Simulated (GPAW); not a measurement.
# BN (F-43m) in GPAW: further runs, part 2 of 2

GPAW 26.7.0.

## Step 4: Relaxation of cell and atoms, PBEsol, target pressure 2 GPa, at which the enthalpy is minimised

run.py

```python
from ase import Atoms
from ase.filters import FrechetCellFilter
from ase.io import write
from ase.optimize import BFGS
from ase.units import GPa
from gpaw import GPAW, PW, setup_paths

setup_paths.insert(0, '.')

atoms = Atoms(['N', 'B'],
              cell=[[0.0, 1.813001, 1.813001],
                    [1.813001, 0.0, 1.813001],
                    [1.813001, 1.813001, 0.0]],
              scaled_positions=[[0.25, 0.25, 0.25],
                                [0.0, 0.0, 0.0]],
              pbc=True)

calc = GPAW(mode=PW(800),
            xc='PBEsol',
            kpts={'size': (13, 13, 13), 'gamma': True},
            occupations={'name': 'fermi-dirac', 'width': 0.05},
            nbands=11,
            convergence={'density': 1e-05, 'forces': 0.0001},
            maxiter=150,
            txt='gpaw.txt')
atoms.calc = calc
opt = BFGS(FrechetCellFilter(atoms, scalar_pressure=2 * GPa), trajectory='relax.traj', logfile='-')
done = opt.run(fmax=0.02, steps=60)
calc.write('gs.gpw')
write('result.traj', atoms)
print('Converged:', done)
print('Cell:', atoms.cell.cellpar().round(4))
print('Volume:', round(atoms.get_volume(), 4))
print(atoms.get_scaled_positions().round(5))
```

On the command line:

```console
$ gpaw-setup -f PBEsol B N
$ OMP_NUM_THREADS=1 python run.py
```

It took 43 s on 1 thread of Arm Neoverse V1, shared host; peak memory 0.16 GiB.

The run converged. Its results:

```
Free energy                                            : -18.4559 eV
Relaxed volume                                         : 5.81 Å³/atom
Relaxed cell                                           : a = 2.542 Å, b = 2.542 Å, c = 2.542 Å, α = 60.00°, β = 60.00°, γ = 60.00°
Space group after relaxing (to 0.05 Å)                 : F-43m (No. 216)
Energy change on relaxing (the enthalpy is what falls) : -1.4 meV/atom
Ionic steps                                            : 3
Pressure after relaxing                                : 2.1 GPa
Band gap on the k mesh                                 : 4.38 eV, indirect (least direct gap 8.85 eV)
```

The path:
```csv
step,energy change (eV),largest force (eV/Å),pressure (GPa),volume (Å³)
1,0.0000,0.0000,-7.53,11.92
2,-0.0027,0.0000,-4.73,11.83
3,-0.0027,0.0000,2.14,11.62
```

Final structure:
```yaml
crystal:
  lattice:
    - [0.00000, 1.79771, 1.79771]
    - [1.79771, 0.00000, 1.79771]
    - [1.79771, 1.79771, 0.00000]
  atoms:
    - { symbol: N, position: [0.25000, 0.25000, 0.25000] }
    - { symbol: B, position: [0.00000, 0.00000, 0.00000] }
```

Levels at points of the mesh, in eV from the valence-band top:
| k point | band 2 | band 3 | band 4 | band 5 | band 6 | band 7 |
| --- | --- | --- | --- | --- | --- | --- |
| (0.00, 0.00, 0.00) | 0.00 | 0.00 | 0.00 | 8.85 | 8.85 | 8.85 |

Caveat: later steps reuse the first step's grids; an odd mesh through Γ misses points on the zone boundary, where band edges often lie.

## Step 5: Relaxation of cell and atoms, PBEsol, target pressure 5 GPa, at which the enthalpy is minimised

Edit run.py of step 4 so:

```diff
@@ -26,3 +26,3 @@
 atoms.calc = calc
-opt = BFGS(FrechetCellFilter(atoms, scalar_pressure=2 * GPa), trajectory='relax.traj', logfile='-')
+opt = BFGS(FrechetCellFilter(atoms, scalar_pressure=5 * GPa), trajectory='relax.traj', logfile='-')
 done = opt.run(fmax=0.02, steps=60)
```

On the command line:

```console
$ gpaw-setup -f PBEsol B N
$ OMP_NUM_THREADS=1 python run.py
```

It took 43 s on 1 thread of Arm Neoverse V1, shared host; peak memory 0.16 GiB.

It converged, with:

```
Free energy                                            : -18.4531 eV
Relaxed volume                                         : 5.77 Å³/atom
Relaxed cell                                           : a = 2.536 Å, b = 2.536 Å, c = 2.536 Å, α = 60.00°, β = 60.00°, γ = 60.00°
Space group after relaxing (to 0.05 Å)                 : F-43m (No. 216)
Energy change on relaxing (the enthalpy is what falls) : +0.1 meV/atom
Ionic steps                                            : 3
Pressure after relaxing                                : 5.2 GPa
Band gap on the k mesh                                 : 4.39 eV, indirect (least direct gap 8.88 eV)
```

Step by step:
```csv
step,energy change (eV),largest force (eV/Å),pressure (GPa),volume (Å³)
1,0.0000,0.0000,-7.53,11.92
2,-0.0034,0.0000,-3.83,11.80
3,0.0001,0.0000,5.20,11.53
```

Final structure:
```
CELL_PARAMETERS angstrom
0.00000 1.79316 1.79316
1.79316 0.00000 1.79316
1.79316 1.79316 0.00000
ATOMIC_POSITIONS crystal
N 0.25000 0.25000 0.25000
B 0.00000 0.00000 0.00000
```

Levels at points of the mesh, in eV from the valence-band top:
```
           k point  band 1  band 2  band 3  band 4  band 5  band 6  band 7
(0.00, 0.00, 0.00)  -20.52    0.00    0.00    0.00    8.88    8.88    8.88
```

Caveat: later steps reuse the first step's grids; an odd mesh through Γ misses points on the zone boundary, where band edges often lie.

## Step 6: Summary

| task | level | potentials or basis | cell | k mesh | cutoff (eV) | maxiter | convergence | optimizer | fmax | max steps | gap on the mesh (eV) | pressure (GPa) |
| --- | --- | --- | --- | --- | --- | --- | --- | --- | --- | --- | --- | --- |
| single point | PBE | GPAW PAW data sets (gpaw-data 1.2.1), pw | as given | 10 × 10 × 10 | 600 | 120 | default | - | - | - | 4.44 | -12.6 |
| relaxation of cell and atoms | PBEsol | PAW data sets generated in the run's folder for this functional, pw | relaxed | 13 × 13 × 13 | 800 | 150 | density=1e-05 forces=0.0001 | BFGS | 0.02 eV/Å | 60 | 4.38 | 0.1 |
| relaxation of cell and atoms | PBEsol | PAW data sets generated in the run's folder for this functional, pw | relaxed to 2 GPa | 13 × 13 × 13 | 800 | 150 | density=1e-05 forces=0.0001 | BFGS | 0.02 eV/Å | 60 | 4.38 | 2.1 |
| relaxation of cell and atoms | PBEsol | PAW data sets generated in the run's folder for this functional, pw | relaxed to 5 GPa | 13 × 13 × 13 | 800 | 150 | density=1e-05 forces=0.0001 | BFGS | 0.02 eV/Å | 60 | 4.39 | 5.2 |

Alike in all rows: no spin polarisation; smearing fermi-dirac 0.05 eV.

Caveats: later steps reuse the first step's grids (some runs); an odd mesh through Γ misses points on the zone boundary, where band edges often lie (some runs); the cutoff is short for stress and forces, so pressures can be off by a GPa or more (some runs).

Total energies depend on the potentials used, so only differences within one code and one set of settings carry meaning.

## Step 7: Against experiment

Step 2. Measured gap of BN: 6.4 eV (indirect; 300 K; a printed reference work, monograph). This calculation gives 4.44 eV (-1.96 eV). The value is that of PBE on a finite k mesh, which can miss the band edges, without temperature or zero-point motion. Semilocal functionals fall short of measured gaps as a rule. The cell is a database's relaxed one, not the measured one, which moves gaps too.
